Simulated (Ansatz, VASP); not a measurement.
# TePb: VASP beside Ansatz

Contents of INCAR:

```
SYSTEM = TePb
  ALGO = Normal
  EDIFF = 1E-6
  ENCUT = 520
  GGA = CA
  ISIF = 2
  ISMEAR = 0
  LASPH = .True.
  LCHARG = .False.
  LREAL = .False.
  LWAVE = .False.
  NBANDS = 17
  NELM = 100
  PREC = Accurate
  SIGMA = 0.05
```

Contents of KPOINTS:

```
k-points
0
Gamma
  8 8 8
  0 0 0
```

File POSCAR:

```
TePb
1.0
    0.0000000000      3.2270000000      3.2270000000
    3.2270000000      0.0000000000      3.2270000000
    3.2270000000      3.2270000000      0.0000000000
Te Pb
1 1
Direct
    0.5000000000      0.5000000000      0.5000000000
   -0.0464828014      0.0464828014     -0.0464828014
```

Input for Ansatz:

```yaml
crystal:
  lattice:
    - [0.0, 3.227, 3.227]
    - [3.227, 0.0, 3.227]
    - [3.227, 3.227, 0.0]
  atoms:
    - { symbol: Te, position: [0.5, 0.5, 0.5] }
    - { symbol: Pb, position: [-0.0464828014, 0.0464828014, -0.0464828014] }
basis:
  ecutwfc: 420
kpoints:
  mp_grid: { grid: [8, 8, 8] }
hamiltonian:
  xc: lda
scf:
  occupations: { method: gaussian, width: 0.05 }
output:
  forces: true
  stress: true
  eigenvalues: true
```

Change from the starting cell: all Pb atoms moved -0.300 Å, as atom 2 along Cartesian [0 1 0].

Alike in both runs: task single point; functional LDA; k mesh 8 × 8 × 8; occupations gaussian, width 0.05 eV; no spin polarisation.

```csv
,VASP,Ansatz
version,VASP 6.6.1,Ansatz 0.2.0
potentials or method,"VASP PAW LDA potentials, release 64 (Te, Pb_d)","scalar-relativistic, plane waves, PAW"
plane-wave cutoff (eV),520,420
valence electrons in the cell,20,30
```

|  | VASP | Ansatz | Ansatz less VASP |
| --- | --- | --- | --- |
| gap on the k mesh at the Fermi level (eV) | 1.00 | 1.00 | +0.004 |
| least direct gap on the mesh (eV) | 1.07 | 1.07 | +0.005 |
| pressure (GPa) | -0.4 | -0.4 | -0.07 |
| largest component of the traceless stress (GPa) | 2.30 | 2.27 | -0.029 |
| rms of the force components (eV/Å) | 0.265 | 0.255 | -0.0097 |

Atom by atom the forces differ by 0.010 eV/Å (rms over components). The two sets of potentials don't hold the same shells in valence.

Caveats: spin-orbit coupling is left out, which as a rule narrows the gap of such compounds by several tenths of an eV. A k mesh can miss the band edges.
